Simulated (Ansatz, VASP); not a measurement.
# One calculation of Rh, two programs

```
Rh
1.0
     2.58119    0.00000    0.00000
    -1.29059    2.23537    0.00000
     0.00000    0.00000    4.15586
Rh
2
Cartesian
  1.2906 0.7451 3.1169
  0.0000 1.4902 1.0390
```

Change from the starting cell: equal strain along all axes, cell held, atoms relaxed: -4.0 %.

Alike in both runs: task single point; functional PBEsol; k mesh 24 × 24 × 12; occupations gaussian, width 0.1 eV; no spin polarisation.

```csv
,VASP,Ansatz
version,VASP 6.6.1,Ansatz 0.2.0
potentials or method,"VASP PAW PBE potentials, release 64 (Rh_pv)","scalar-relativistic, plane waves, PAW"
plane-wave cutoff (eV),520,420
valence electrons in the cell,30,34
```

Ansatz gave:

```
gap on the k mesh at the Fermi level (eV)       : none
pressure (GPa)                                  : 48.9
largest component of the traceless stress (GPa) : 1.81
```

Q: Estimate VASP's values.

A: gap on the k mesh at the Fermi level (eV): none; pressure (GPa): 48.8; largest component of the traceless stress (GPa): 1.81.

A gap of «none» marks a metal or a gap that the smearing closes. The two sets of potentials don't hold the same shells in valence.

Caveats: so large a pressure means that the cell lies far from this level's equilibrium, or that cutoff or potentials fall short (VASP); the potentials were made for another functional, which shifts forces and pressure (VASP).
